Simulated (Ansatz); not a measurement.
Phonon dispersion of Cd5S

Computed with Ansatz, DFT PBE, scalar-relativistic, plane waves, PAW. Cutoff 420 eV, 12×12×4 k-points (Γ-centred), Gaussian smearing of 0.10 eV. No spin polarisation. Phonons by linear response, acoustic sum rule imposed.

Equilibrium structure at this level:
```yaml
crystal:
  lattice:
    - [3.66701, 0.00000, 0.00000]
    - [-1.83351, 3.17573, 0.00000]
    - [0.00000, 0.00000, 12.21308]
  atoms:
    - { symbol: Cd, position: [0.66667, 0.33333, 0.86216] }
    - { symbol: Cd, position: [0.33333, 0.66667, 0.13784] }
    - { symbol: Cd, position: [0.66667, 0.33333, 0.31732] }
    - { symbol: Cd, position: [0.00000, 0.00000, 0.50000] }
    - { symbol: Cd, position: [0.33333, 0.66667, 0.68268] }
    - { symbol: S, position: [0.00000, 0.00000, 0.00000] }
```

The structure comes from a proposed guess, relaxed at this level; another structure or a mixture of phases may lie lower. In a metal, frequencies and elastic constants depend on the k mesh and the smearing, soft modes and shear constants most. The q mesh is coarse, so values between its points are rough.

Force constants from linear response on a 2×2×1 q mesh.

Task: Is the structure dynamically stable on this mesh?

Result: Yes, on this mesh: no mode is imaginary. Between the mesh points the interpolation dips to 24i cm⁻¹.

Task: Give the frequencies (cm⁻¹; i marks imaginary ones) at the irreducible q points, in fractions of the reciprocal vectors.

Result:
| q | star | frequencies |
| --- | --- | --- |
| 0.000 0.000 0.000 | 1 | 0 0 0 35 35 40 40 59 59 74 74 80 85 119 139 143 143 187 |
| 0.000 -0.500 0.000 | 3 | 8 22 32 35 39 45 49 64 77 78 79 98 100 106 116 175 178 253 |
